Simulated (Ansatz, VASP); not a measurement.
One calculation of SiC (Moissanite), two programs

File INCAR:

```
SYSTEM = SiC
  AGGAC = 1.0
  AGGAX = 1.0
  ALDAC = 0.0
  ALDAX = 1.0
  ALGO = Normal
  EDIFF = 1E-7
  ENCUT = 520
  GGA = B5
  ISIF = 2
  ISMEAR = -1
  IVDW = 13
  LASPH = .TRUE.
  LCHARG = .FALSE.
  LREAL = .FALSE.
  LWAVE = .FALSE.
  NBANDS = 16
  NELM = 60
  PREC = Accurate
  SIGMA = 0.05
  VDW_A1 = 0.44488865
  VDW_A2 = 4.0933009
  VDW_S6 = 1.0
  VDW_S8 = 2.34076671
```

Contents of KPOINTS:

```
k-points
0
G
  10 10 5
  0 0 0
```

Contents of POSCAR:

```
SiC
1.0
    3.1363290418      0.0000000000      0.0000000000
   -1.5681645209      2.7161406248      0.0000000000
    0.0000000000      0.0000000000      5.1470055276
Si C
2 2
Direct
    0.6666666667      0.3333333333      0.5000000000
    0.3333333333      0.6666666667      0.0000000000
    0.6666666667      0.3333333333      0.8850000000
    0.3333333333      0.6666666667      0.3850000000
```

File input.yaml:

```yaml
crystal:
  lattice:
    - [3.1363290418, 0.0, 0.0]
    - [-1.5681645209, 2.7161406248, 0.0]
    - [0.0, 0.0, 5.1470055276]
  atoms:
    - { symbol: Si, position: [0.6666666667, 0.3333333333, 0.5] }
    - { symbol: Si, position: [0.3333333333, 0.6666666667, 0.0] }
    - { symbol: C, position: [0.6666666667, 0.3333333333, 0.885] }
    - { symbol: C, position: [0.3333333333, 0.6666666667, 0.385] }
hamiltonian:
  xc: blyp
  pseudopotentials: { kind: paw }
  dispersion: d4
kpoints:
  mp_grid: { grid: [10, 10, 5] }
scf:
  occupations: { method: fermi_dirac, width: 0.05 }
output:
  forces: true
  stress: true
  eigenvalues: true
  write_density: true
  write_potential: true
  elf: true
  volumetric_format: npy
```

Alike in both runs: task single point; functional BLYP; dispersion D4; k mesh 10 × 10 × 5; occupations fermi-dirac, width 0.05 eV; no spin polarisation.

```csv
,VASP,Ansatz
version,VASP 6.6.1,Ansatz 0.2.0
potentials or method,"VASP PAW PBE potentials, release 64 (Si, C)",Ansatz PAW
plane-wave cutoff (eV),520,420
valence electrons in the cell,16,16
```

|  | VASP | Ansatz | Ansatz less VASP |
| --- | --- | --- | --- |
| gap on the k mesh at the Fermi level (eV) | 2.73 | 2.73 | -0.005 |
| least direct gap on the mesh (eV) | 4.21 | 4.19 | -0.012 |
| pressure (GPa) | -10.7 | -11.2 | -0.53 |
| largest component of the traceless stress (GPa) | 0.70 | 0.69 | -0.010 |
| rms of the force components (eV/Å) | 0.370 | 0.368 | -0.0020 |
| dispersion energy (meV/atom) | -608.2 | -608.3 | -0.09 |

Atom by atom the forces differ by 0.002 eV/Å (rms over components).

Caveats: the PAW data sets were made with another functional, which shifts forces and pressure a little (VASP); an odd mesh through Γ misses points on the zone boundary, where band edges often lie (VASP); odd divisions of the mesh miss points on the zone boundary, where band edges often lie, so the gap on the mesh can be too wide (Ansatz); the pressure holds a Pulay correction of +0.3 GPa for the finite cutoff (Ansatz); the PAW data sets come from PBE, with cores solved anew for the run's functional, which leaves a small shift of forces and pressure (Ansatz).
